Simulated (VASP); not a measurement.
# NaHF2 (R-3m) in VASP: single point with LDA

Aim: the single point of NaHF2 with LDA.

All numbers are computed with VASP 6.6.1; they aren't measurements. Logs are shortened: lines on timing, memory, paths and dates and some standing lists are left out, and cuts for length are marked.

### Step 1. The structure

The structure is trigonal, space group R-3m (No. 166). The conventional cell has a = 3.457 Å, b = 3.457 Å, c = 13.917 Å, α = 90.00°, β = 90.00°, γ = 120.00°. Na (site symmetry -3m) has 6 F at 2.26 Å as nearest neighbours. H (site symmetry -3m) has 2 F at 1.25 Å as nearest neighbours. F (site symmetry 3m) has 1 H at 1.25 Å as nearest neighbours.

### Step 2. Single point, LDA

INCAR reads:

```
  PREC = Accurate
  ENCUT = 520
  EDIFF = 1E-6
  ISMEAR = 0
  SIGMA = 0.05
  LREAL = F
  LASPH = T
  NELM = 80
  ALGO = Fast
  ISIF = 2
  LWAVE = F
  LCHARG = F
  NBANDS = 19
```

KPOINTS reads:

```
regular mesh
0
Gamma
  9 9 9
```

POSCAR reads:

```
NaHF2
1.0
    1.7284452171      0.9979183114      4.6388706988
   -1.7284452171      0.9979183114      4.6388706988
    0.0000000000     -1.9958366228      4.6388706988
Na H F
1 1 2
Direct
    0.0000000000      0.0000000000      0.0000000000
    0.5000000000      0.5000000000      0.5000000000
    0.4100000000      0.4100000000      0.4100000000
    0.5900000000      0.5900000000      0.5900000000
```

Potentials or basis: VASP PAW LDA potentials, release 64 (Na_pv, H, F).

Run with:

```sh
> cat potpaw_LDA.64/Na_pv/POTCAR potpaw_LDA.64/H/POTCAR potpaw_LDA.64/F/POTCAR > POTCAR
> mpirun -np 1 vasp_std > vasp.out
```

OUTCAR:

```text
PREC = Accurate
   ENCUT = 520
   EDIFF = 1E-6
   ISMEAR = 0
   LREAL = F
   LASPH = T
   NELM = 80
   ISIF = 2

 ion  position               nearest neighbor table
   1  0.000  0.000  0.000-   4 2.26   4 2.26   3 2.26   3 2.26   4 2.26   3 2.26
   2  0.500  0.500  0.500-   3 1.25   4 1.25
   3  0.410  0.410  0.410-   2 1.25   1 2.26   1 2.26   1 2.26
   4  0.590  0.590  0.590-   2 1.25   1 2.26   1 2.26   1 2.26

  LATTYP: Found a trigonal (rhomboedric) cell.
 ALAT       =     5.0499985332
 COS(alpha) =     0.7657073146

  Lattice vectors:

 A1 = (   1.7284452171,   0.9979183114,   4.6388706988)
 A2 = (  -1.7284452171,   0.9979183114,   4.6388706988)
 A3 = (   0.0000000000,  -1.9958366228,   4.6388706988)

Analysis of symmetry for initial positions (statically):
=====================================================================
 Subroutine PRICEL returns:
 Original cell was already a primitive cell.

 Routine SETGRP: Setting up the symmetry group for a
 trigonal (rhombohedral) supercell.

 Subroutine GETGRP returns: Found 12 space group operations
 (whereof 12 operations were pure point group operations)
 out of a pool of 12 trial point group operations.

The static configuration has the point symmetry D_3d.

Analysis of symmetry for dynamics (positions and initial velocities):
=====================================================================
 Subroutine PRICEL returns:
 Original cell was already a primitive cell.

 Routine SETGRP: Setting up the symmetry group for a
 trigonal (rhombohedral) supercell.

 Subroutine GETGRP returns: Found 12 space group operations
 (whereof 12 operations were pure point group operations)
 out of a pool of 12 trial point group operations.

The dynamic configuration has the point symmetry D_3d.

 Subroutine INISYM returns: Found 12 space group operations
 (whereof 12 operations are pure point group operations),
 and found     1 'primitive' translations

----------------------------------------------------------------------------------------

                                     Primitive cell

  volume of cell :      48.0081

  direct lattice vectors                    reciprocal lattice vectors
     1.728445217  0.997918311  4.638870699     0.289277320  0.167014339  0.071856569
    -1.728445217  0.997918311  4.638870699    -0.289277320  0.167014339  0.071856569
     0.000000000 -1.995836623  4.638870699     0.000000000 -0.334028677  0.071856569

  length of vectors
     5.049998533  5.049998533  5.049998533     0.341670197  0.341670197  0.341670197

  position of ions in fractional coordinates (direct lattice)
     0.000000000  0.000000000  0.000000000
     0.500000000  0.500000000  0.500000000
     0.410000000  0.410000000  0.410000000
     0.590000000  0.590000000  0.590000000

  ion indices of the primitive-cell ions
   primitive index   ion index
                 1           1
                 2           2
                 3           3
                 4           4

----------------------------------------------------------------------------------------

 KPOINTS: regular mesh

Automatic generation of k-mesh.
 Grid dimensions read from file:
 generate k-points for:    9    9    9

 Generating k-lattice:

  Cartesian coordinates                     Fractional coordinates (reciprocal lattice)
     0.032141924  0.018557149  0.007984063     0.111111111 -0.000000000 -0.000000000
    -0.032141924  0.018557149  0.007984063    -0.000000000  0.111111111 -0.000000000
     0.000000000 -0.037114297  0.007984063    -0.000000000 -0.000000000  0.111111111

  Length of vectors
     0.037963355  0.037963355  0.037963355

  Shift w.r.t. Gamma in fractional coordinates (k-lattice)
     0.000000000  0.000000000  0.000000000

 Subroutine IBZKPT returns following result:
 ===========================================

 Found     85 irreducible k-points:

 Following reciprocal coordinates:
            Coordinates               Weight
  0.000000  0.000000  0.000000      1.000000
  0.111111 -0.000000 -0.000000      6.000000
  0.222222  0.000000 -0.000000      6.000000
  0.333333 -0.000000 -0.000000      6.000000
  0.444444  0.000000 -0.000000      6.000000
  0.111111  0.111111 -0.000000      6.000000
[... 16 lines left out ...]
 -0.333333  0.333333  0.000000      6.000000
  0.444444  0.444444 -0.000000      6.000000
 [... further k-points ...]
   k-points           NKPTS =     85   k-points in BZ     NKDIM =     85   number of bands    NBANDS=     19
   number of dos      NEDOS =    301   number of ions     NIONS =      4
   total plane-waves  NPLWV =  64000
   dimension x,y,z NGX =    40 NGY =   40 NGZ =   40
   dimension x,y,z NGXF=    80 NGYF=   80 NGZF=   80
   ions per type =               1   1   2
   NGX,Y,Z   is equivalent  to a cutoff of  13.17, 13.17, 13.17 a.u.
   NGXF,Y,Z  is equivalent  to a cutoff of  26.34, 26.34, 26.34 a.u.
 SYSTEM =  unknown system
   PREC   = accura    normal or accurate (medium, high low for compatibility)
   ISTART =      0    job   : 0-new  1-cont  2-samecut
   ICHARG =      2    charge: 1-file 2-atom 10-const
   ISPIN  =      1    spin polarized calculation?
   LNONCOLLINEAR =      F non collinear calculations
   LSORBIT =      F    spin-orbit coupling
   LASPH  =      T    aspherical Exc in radial PAW
   ENCUT  =  520.0 eV  38.22 Ry    6.18 a.u.   9.39  9.39  9.39*2*pi/ulx,y,z
   NELM   =     80;   NELMIN=  2; NELMDL= -5     # of ELM steps
   EDIFF  = 0.1E-05   stopping-criterion for ELM
   LREAL  =      F    real-space projection
   EDIFFG = 0.1E-04   stopping-criterion for IOM
   NSW    =      0    number of steps for IOM
   IBRION =     -1    ionic relax: 0-MD 1-quasi-New 2-CG
   NFREE  =      0    steps in history (QN), initial steepest desc. (CG)
   ISIF   =      2    stress and relaxation
   ISYM   =      2    0-nonsym 1-usesym 2-fastsym
   POTIM  = 0.5000    time-step for ionic-motion
   TEBEG  =    0.0;   TEEND  =   0.0 temperature during run
   PSTRESS=    0.0 pullay stress
   NELECT =      22.0000    total number of electrons
   NUPDOWN=      -1.0000    fix difference up-down
   EMIN   =  10.00;   EMAX   =-10.00  energy-range for DOS
   EFERMI =   0.00;   METHOD = LEGACY
   ISMEAR =     0;   SIGMA  =   0.05  broadening in eV -4-tet -1-fermi 0-gaus
   EFERMI_NEDOS =   21; number of points for ismear=-14 and -15
   IALGO  =     68    algorithm
   IMIX   =      4    mixing-type and parameters
     AMIX     =   0.40;   BMIX     =  1.00
     AMIX_MAG =   1.60;   BMIX_MAG =  1.00
  volume/ion in A,a.u.               =      12.00        80.99
  Fermi-wavevector in a.u.,A,eV,Ry     =   1.262150  2.385118 21.674393  1.593023
  Thomas-Fermi vector in A             =   2.395573
   LORBIT       =      0    0 simple, 1 ext, 2 COOP (PROOUT), +10 PAW based schemes
   GGA     = CA    functional components
   LHFCALC =     F    Hartree Fock is set to
   AEXX    =    0.0000 exact exchange contribution
   IVDW    =     0    specifies the selected vdW correction
   LEPSILON=     F    determine dielectric tensor
   LRPA    =     F    only Hartree local field effects (RPA)
 non-spin polarized calculation
 RMM-DIIS sequential band-by-band and
 Gauss-broadening in eV      SIGMA  =   0.05
  energy-cutoff  :      520.00
  volume of cell :       48.01
 maximum number of plane-waves:      1314
 NGX is ok and might be reduce to    40
   NGX = 19   NGY = 19   NGZ = 19

 number of electron      21.9999997 magnetization

 Free energy of the ion-electron system (eV)
  ---------------------------------------------------
  ext. energy  EPLUGINS =         0.00000000
  ---------------------------------------------------
  free energy    TOTEN  =       -18.49769498 eV

  energy without entropy =      -18.49769498  energy(sigma->0) =      -18.49769498

 E-fermi :  -4.0821     XC(G=0):  -8.8353

 val. band max:       -4.3002317764   @ k =   0.4444   0.4444   0.4444
 cond. band min:       2.0259839160   @ k =   0.0000   0.0000   0.0000
 fundamental gap:      6.3262156924
 Fermi energy:        -4.0821057208

 k-point     1 :       0.0000    0.0000    0.0000
  band No.  band energies     occupation
      1     -23.9294      2.00000
      2     -23.3304      2.00000
      3     -22.3186      2.00000
      4     -22.3186      2.00000
      5     -22.0503      2.00000
      6      -8.6825      2.00000
[... 11 lines left out ...]
     18      16.5124      0.00000
     19      16.5174      0.00000

 k-point     2 :       0.1111   -0.0000   -0.0000
  band No.  band energies     occupation
      1     -23.9423      2.00000
      2     -23.3059      2.00000
      3     -22.3212      2.00000
      4     -22.2954      2.00000
      5     -22.0781      2.00000
      6      -8.6352      2.00000
[... 11 lines left out ...]
     18      15.5599      0.00000
     19      16.3205      0.00000

 k-point     3 :       0.2222    0.0000   -0.0000
  band No.  band energies     occupation
      1     -23.9731      2.00000
      2     -23.2378      2.00000
      3     -22.3276      2.00000
      4     -22.2473      2.00000
      5     -22.1450      2.00000
      6      -8.5127      2.00000
[... 11 lines left out ...]
     18      14.4510      0.00000
     19      16.0165      0.00000

 k-point     4 :       0.3333   -0.0000   -0.0000
  band No.  band energies     occupation
      1     -24.0052      2.00000
      2     -23.1453      2.00000
      3     -22.3350      2.00000
      4     -22.2873      2.00000
      5     -22.1434      2.00000
      6      -8.3673      2.00000
[... 407 lines left out ...]
     18      14.7650      0.00000
     19      15.9006      0.00000

 k-point    23 :      -0.3333    0.3333    0.0000
  band No.  band energies     occupation
      1     -23.8826      2.00000
      2     -23.3382      2.00000
      3     -22.3737      2.00000
      4     -22.2104      2.00000
      5     -22.0945      2.00000
      6      -8.1595      2.00000
[... 11 lines left out ...]
     18      14.8267      0.00000
     19      15.3390      0.00000

 k-point    24 :       0.4444    0.4444   -0.0000
  band No.  band energies     occupation
      1     -23.7521      2.00000
      2     -23.4960      2.00000
      3     -22.3717      2.00000
      4     -22.3400      2.00000
      5     -21.9499      2.00000
      6      -8.1326      2.00000
[... 11 lines left out ...]
     18      15.2094      0.00000
     19      15.9684      0.00000

 [... further k-points ...]

------------------------ aborting loop because EDIFF is reached ----------------------------------------

  FORCE on cell =-STRESS in cart. coord.  units (eV):
  Direction    XX          YY          ZZ          XY          YZ          ZX
  --------------------------------------------------------------------------------------
  -------------------------------------------------------------------------------------
  Total       -0.4783673     -0.4783673     -5.3506968      0.0000000      0.0000000      0.0000000
  in kB      -15.9645954    -15.9645954   -178.5692988      0.0000000      0.0000000      0.0000000
  external PRESSURE =     -70.1661632 kB  Pullay stress =       0.0000000 kB

 VOLUME and BASIS-vectors are now :
 -----------------------------------------------------------------------------
  energy-cutoff  :      520.00
  volume of cell :       48.01
      direct lattice vectors                 reciprocal lattice vectors
     1.728445217  0.997918311  4.638870699     0.289277320  0.167014339  0.071856569
    -1.728445217  0.997918311  4.638870699    -0.289277320  0.167014339  0.071856569
     0.000000000 -1.995836623  4.638870699     0.000000000 -0.334028677  0.071856569

 POSITION                                       TOTAL-FORCE (eV/Angst)
 -----------------------------------------------------------------------------------
      0.00000      0.00000      0.00000         0.000000      0.000000     -0.000000
      0.00000      0.00000      6.95831        -0.000000      0.000000     -0.000000
      0.00000      0.00000      5.70581         0.000000     -0.000000      2.123521
      0.00000      0.00000      8.21080         0.000000      0.000000     -2.123521
 -----------------------------------------------------------------------------------
    total drift:                                0.000000      0.000000     -0.000000

  FREE ENERGIE OF THE ION-ELECTRON SYSTEM (eV)
  ---------------------------------------------------
  free  energy   TOTEN  =       -18.4976949759 eV

  energy  without entropy=      -18.4976949759  energy(sigma->0) =      -18.49769498
```

It took 1.9 min on 1 thread of Intel Xeon 6975P-C (Granite Rapids), shared host; peak memory 0.22 GiB.

What came out:

| Item | Value |
| --- | --- |
| Free energy | -18.4977 eV |
| Pressure | -7.0 GPa |
| Largest force | 2.124 eV/Å |
| Band gap on the k mesh | 6.33 eV, indirect (least direct gap 6.62 eV) |

Forces on the atoms (eV/Å):
```
Na   0.000  0.000  0.000
H    0.000  0.000  0.000
F    0.000  0.000  2.124
F    0.000  0.000 -2.124
```

Caveat: an odd mesh through Γ misses points on the zone boundary, where band edges often lie; forces of over 1 eV/Å show positions far from the minimum, so gaps and moduli don't describe the material at rest.
